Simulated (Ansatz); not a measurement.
(110) slab of rutile TiO2, 25.3 Å thick as cut, bare faces

Ansatz, PAW, plane waves, no spin–orbit coupling unless named; atoms relaxed with PBEsol, the curve by HSE06. The curve holds the local part of the PAW potentials, so its shape inside matter depends on the files.

```
Ti O
1.0
     0.00000    0.00000    2.93887
     4.59141   -4.59141    0.00000
    27.05799   27.05799    0.00000
Ti O
16 32
Direct
  0.99969 0.99848 0.79368
  0.99898 0.49878 0.20614
  0.99906 0.00197 0.28079
  0.99831 0.49980 0.37569
  0.99810 0.99861 0.45368
  0.00128 0.49916 0.54614
  0.99790 0.99982 0.62413
  0.99935 0.50000 0.71903
  0.49871 0.49836 0.80543
  0.49857 0.99866 0.19439
  0.49866 0.50294 0.28972
  0.49752 0.00015 0.36885
  0.49840 0.49845 0.45989
  0.50045 0.99922 0.53993
  0.49905 0.50019 0.63097
  0.49879 0.00041 0.71010
  0.99900 0.99910 0.16658
  0.99959 0.49904 0.25299
  0.99915 0.99920 0.33805
  0.99981 0.49928 0.42443
  0.99973 0.99907 0.50887
  0.99961 0.49878 0.59510
  0.99940 0.99875 0.68000
  0.99964 0.49894 0.76662
  0.99917 0.49876 0.83323
  0.99954 0.99915 0.23320
  0.99925 0.49901 0.31982
  0.99998 0.99890 0.40471
  0.99938 0.49911 0.49095
  0.99941 0.99923 0.57539
  0.99948 0.49898 0.66177
  0.99966 0.99868 0.74684
  0.49934 0.18709 0.80276
  0.49921 0.68733 0.19704
  0.49938 0.19698 0.28551
  0.49952 0.69369 0.37181
  0.49973 0.19492 0.45702
  0.49951 0.69490 0.54281
  0.49951 0.19354 0.62801
  0.49960 0.69672 0.71428
  0.49935 0.81049 0.80279
  0.49920 0.31071 0.19706
  0.49940 0.80105 0.28561
  0.49954 0.30447 0.37185
  0.49971 0.80333 0.45704
  0.49951 0.30331 0.54277
  0.49954 0.80433 0.62797
  0.49961 0.30074 0.71424
```

Planar mean of the electrostatic potential energy along the normal, from the vacuum level:

| z (Å) | v (eV) |
| --- | --- |
| 0.00 | 0.00 |
| 0.30 | 0.00 |
| 0.75 | 0.00 |
| 1.05 | 0.00 |
| 1.35 | 0.00 |
| 1.64 | 0.00 |
| 2.09 | 0.00 |
| 2.39 | 0.00 |
| 2.69 | 0.00 |
| 2.99 | 0.00 |
| 3.44 | 0.00 |
| 3.74 | 0.00 |
| 4.04 | 0.00 |
| 4.33 | -0.01 |
| 4.78 | -0.03 |
| 5.08 | -0.10 |
| 5.38 | -0.30 |
| 5.68 | -0.92 |
| 6.13 | -4.32 |
| 6.43 | -6.32 |
| 6.73 | -8.25 |
| 7.03 | -12.53 |
| 7.47 | -20.79 |
| 7.77 | -20.23 |
| 8.07 | -14.97 |
| 8.37 | -10.15 |
| 8.82 | -7.14 |
| 9.12 | -6.21 |
| 9.42 | -6.17 |
| 9.72 | -6.74 |
| 10.16 | -10.03 |
| 10.46 | -15.69 |
| 10.76 | -21.10 |
| 11.06 | -21.34 |
| 11.51 | -12.35 |
| 11.81 | -8.14 |
| 12.11 | -6.55 |
| 12.41 | -6.28 |
| 12.85 | -6.20 |
| 13.15 | -6.84 |
| 13.45 | -8.95 |
| 13.90 | -18.39 |
| 14.20 | -22.04 |
| 14.50 | -19.70 |
| 14.80 | -13.23 |
| 15.25 | -7.57 |
| 15.55 | -6.15 |
| 15.84 | -5.98 |
| 16.14 | -6.07 |
| 16.59 | -8.43 |
| 16.89 | -12.57 |
| 17.19 | -19.22 |
| 17.49 | -22.15 |
| 17.94 | -15.81 |
| 18.24 | -9.33 |
| 18.53 | -6.94 |
| 18.83 | -6.19 |
| 19.28 | -6.31 |
| 19.58 | -6.43 |
| 19.88 | -7.93 |
| 20.18 | -12.22 |
| 20.63 | -21.41 |
| 20.93 | -21.32 |
| 21.23 | -15.93 |
| 21.52 | -9.89 |
| 21.97 | -6.53 |
| 22.27 | -5.98 |
| 22.57 | -5.99 |
| 22.87 | -6.78 |
| 23.32 | -10.51 |
| 23.62 | -16.91 |
| 23.92 | -21.66 |
| 24.22 | -20.80 |
| 24.66 | -11.17 |
| 24.96 | -7.62 |
| 25.26 | -6.34 |
| 25.71 | -6.34 |
| 26.01 | -6.23 |
| 26.31 | -7.20 |
| 26.61 | -9.65 |
| 27.06 | -19.31 |
| 27.35 | -22.00 |
| 27.65 | -18.72 |
| 27.95 | -12.20 |
| 28.40 | -7.53 |
| 28.70 | -6.24 |
| 29.00 | -6.17 |
| 29.30 | -6.47 |
| 29.75 | -9.09 |
| 30.04 | -12.03 |
| 30.34 | -18.14 |
| 30.64 | -21.29 |
| 31.09 | -15.68 |
| 31.39 | -9.72 |
| 31.69 | -7.18 |
| 31.99 | -5.37 |
| 32.44 | -1.84 |
| 32.74 | -0.49 |
| 33.03 | -0.16 |
| 33.33 | -0.05 |
| 33.78 | -0.01 |
| 34.08 | 0.00 |
| 34.38 | 0.00 |
| 34.68 | 0.00 |
| 35.13 | 0.00 |
| 35.43 | 0.00 |
| 35.72 | 0.00 |
| 36.02 | 0.00 |
| 36.47 | 0.00 |
| 36.77 | 0.00 |
| 37.07 | 0.00 |
| 37.37 | 0.00 |
| 37.82 | 0.00 |
| 38.12 | 0.00 |

Problem. How far below the vacuum level do the top filled and the lowest empty level lie, by each functional?

Solution. PBEsol: 7.29 and 5.34 eV (gap 1.95 eV, a 6×3×1 mesh); HSE06: 8.40 and 4.90 eV (gap 3.50 eV, a 4×2×1 mesh). Either level can be a surface state and not a band edge of the crystal.
